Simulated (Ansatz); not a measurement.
Given:

Relaxed BaSnO₃ (cubic perovskite):

```yaml
crystal:
  lattice:
    - [4.17608, 0.00000, 0.00000]
    - [0.00000, 4.17608, 0.00000]
    - [0.00000, 0.00000, 4.17608]
  atoms:
    - { symbol: Ba, position: [0.00000, 0.00000, 0.00000] }
    - { symbol: Sn, position: [0.50000, 0.50000, 0.50000] }
    - { symbol: O, position: [0.00000, 0.50000, 0.50000] }
    - { symbol: O, position: [0.50000, 0.50000, 0.00000] }
    - { symbol: O, position: [0.50000, 0.00000, 0.50000] }
```

In each cell atom 2 (Sn, nearest neighbour O at 2.088 Å; its periodic images, 4.2 Å or more away, move with it) moves by s·(1.000, 0.000, 0.000) (along Cartesian x), the rest being held.

Level of theory: PBE (plane waves to 420 eV, PAW, scalar-relativistic; Ansatz, an electronic-structure program). k mesh 7×7×7 (Γ-centred), Fermi-Dirac smearing 0.05 eV. Energies are smeared free energies. Left out: 2 of 11 points, with atoms too close for the PAW data. BaSnO3 was relaxed with its symmetry unable to fall. ΔE is measured from the undisplaced structure.

The scan covers s from -0.504 to 0.504 Å in 9 points.

Is this a single well or a double well?

A single well with its minimum at or next to zero displacement.

Is the energy the same for equal positive and negative displacements?

Even: the same for both signs. With its periodic images moving along, the atom's site symmetry in this cell is m-3m.

What is the energy change at s = 0.504 Å?

3763 meV/cell.

What force acts on the atom along the line at s = -0.504 Å?

23.3 eV/Å.

What is the force constant k = d²E/ds² of this move at s = 0?

14.8 eV/Å².

(A displaced cell: forces are minus the slopes of the energy, force constants its curvatures, and phonons follow from these.)
